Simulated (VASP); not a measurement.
Set up this calculation in VASP 6.6.1, as the native input.

* Task: relaxation of cell and atoms
* Functional: PBE
* Potentials or basis: VASP PAW PBE potentials, release 64 (Zn, S)
* Cutoff: 520 eV
* k mesh: 9 × 9 × 9
* Occupations: gaussian, width 0.1 eV
* Spin: no spin polarisation
* Further INCAR settings: ALGO = Normal; EDIFF = 1e-07; IBRION = 2; POTIM = 0.3; EDIFFG = -0.005; NSW = 60; ISIF = 3

The structure of ZnS lies in POSCAR:

```
ZnS                                     
1.0
   -0.0000000000      2.7235173905      2.7235173905
    2.7235173905     -0.0000000000      2.7235173905
    2.7235173905      2.7235173905      0.0000000000
  Zn              S             
     1     1
Direct
     0.7500000000000000    0.7500000000000000    0.7500000000000000
     0.0000000000000000    0.0000000000000000    0.0000000000000000
```

These files were run (other wordings do the same):

INCAR

```
  ALGO = Normal
  EDIFF = 1E-7
  EDIFFG = -0.005
  ENCUT = 520
  GGA = PE
  IBRION = 2
  ISIF = 3
  ISMEAR = 0
  LASPH = True
  LCHARG = False
  LREAL = False
  LWAVE = False
  NELM = 120
  NSW = 60
  POTIM = 0.3
  PREC = Accurate
  SIGMA = 0.1
```

KPOINTS

```
k-points
0
Gamma
  9 9 9
```

Potentials or basis: VASP PAW PBE potentials, release 64 (Zn, S).

Launch:

```console
$ cat potpaw_PBE.64/Zn/POTCAR potpaw_PBE.64/S/POTCAR > POTCAR
$ mpirun -np 1 vasp_std > vasp.out
```

Results of the run:

```yaml
Pressure_after_relaxing: 0.0 GPa
Band_gap_on_the_k_mesh: 2.01 eV, direct
```

Caveat: the relaxation stopped at its first step, so nothing moved.

Run time: 13 s on 1 thread of Intel(R) Xeon(R) Platinum 8488C (Sapphire Rapids), on a shared host, peak memory 0.17 GiB.
